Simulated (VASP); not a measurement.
The system is Mg.

```
Mg
1.0
     2.92775    0.00000    0.00000
     0.00000    2.92775    0.00000
     0.00000    0.00000    2.92775
Mg
1
Direct
  0.00000 0.00000 0.00000
```

The cell was built by a generator and needn't be a form met in nature.

```yaml
Program: VASP 6.6.1
Task: relaxation of cell and atoms
Functional: PBEsol
Potentials_or_basis: VASP PAW PBE potentials, release 64 (Mg)
Cutoff: 600 eV
k_mesh: 11 × 11 × 11
Occupations: fermi-dirac, width 0.1 eV
Spin: no spin polarisation
```

At the start: pressure 1.9 GPa; volume 25.10 Å³/atom.

**Question.** How do energy, volume and symmetry change on relaxing?

**Answer.** Over 3 steps the energy falls by 9.9 meV/atom and the volume is 26.93 Å³/atom (+7.3 %); space group Pm-3m (No. 221, to 0.05 Å).

Step by step:
```csv
step,energy change (eV),largest force (eV/Å),pressure (GPa),volume (Å³)
1,0.0000,0.0000,1.90,25.10
2,-0.0086,0.0000,0.65,26.19
3,-0.0099,0.0000,-0.05,26.93
```

Final structure:
```
CELL_PARAMETERS angstrom
2.99725 0.00000 0.00000
0.00000 2.99725 0.00000
0.00000 0.00000 2.99725
ATOMIC_POSITIONS crystal
Mg 0.00000 0.00000 0.00000
```

Caveat: the PAW data sets were made with another functional, which shifts forces and pressure a little.
